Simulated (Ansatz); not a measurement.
# Sr3Pd: the cost of one run

Computed with Ansatz 0.2.0 (DFT PBE, scalar-relativistic, plane waves, PAW, unless a step's input says otherwise).

### 1 The starting structure

Symmetry: Pm-3n, No. 223, cubic system. The conventional cell has a = 6.146 Å, b = 6.146 Å, c = 6.146 Å, α = 90.00°, β = 90.00°, γ = 90.00°. Around Sr (site symmetry -4m2) lie 2 Sr at 3.07 Å and 4 Pd at 3.44 Å. Around Pd (site symmetry m-3) lie 12 Sr at 3.44 Å.

As a file:

```
CELL_PARAMETERS angstrom
6.14607 0.00000 0.00000
0.00000 6.14607 0.00000
0.00000 0.00000 6.14607
ATOMIC_POSITIONS crystal
Sr 0.00000 0.50000 0.25000
Sr 0.00000 0.50000 0.75000
Sr 0.25000 0.00000 0.50000
Sr 0.75000 0.00000 0.50000
Sr 0.50000 0.75000 0.00000
Sr 0.50000 0.25000 0.00000
Pd 0.00000 0.00000 0.00000
Pd 0.50000 0.50000 0.50000
```

This is candidate A: A15 type (Pm-3n, No. 223).

(A quick probe on a coarse mesh, which set the mesh and smearing, is not shown.)

### 3 A loose first relaxation (candidate A)

File input.yaml:

```yaml
crystal:
  lattice:
    - [6.1460699246, 0.0, 0.0]
    - [0.0, 6.1460699246, 0.0]
    - [0.0, 0.0, 6.1460699246]
  atoms:
    - { symbol: Sr, position: [0.0, 0.5, 0.25] }
    - { symbol: Sr, position: [0.0, 0.5, 0.75] }
    - { symbol: Sr, position: [0.25, 0.0, 0.5] }
    - { symbol: Sr, position: [0.75, 0.0, 0.5] }
    - { symbol: Sr, position: [0.5, 0.75, 0.0] }
    - { symbol: Sr, position: [0.5, 0.25, 0.0] }
    - { symbol: Pd, position: [0.0, 0.0, 0.0] }
    - { symbol: Pd, position: [0.5, 0.5, 0.5] }
basis:
  ecutwfc: 420
kpoints:
  mp_grid: { grid: [4, 4, 4] }
hamiltonian:
  xc: pbe
scf:
  occupations: { method: gaussian, width: 0.1 }
  lower_state_search: "off"
output:
  forces: true
  stress: true
  eigenvalues: true
relax:
  adjacent_minimum: "off"
  f_tol: 0.04
  max_steps: 70
  cell: { stress_tol: 0.4 }
```

Run with:

```console
$ ansatz run input.yaml --threads 1 --pin off --max-ram 2560MiB --backend cpu --events-out ev --progress --plain --runs-dir out
```

Q: Estimate wall time and peak memory on 1 thread of Arm Neoverse V1, shared host.

About 48 s, with a peak of 0.5 GiB.
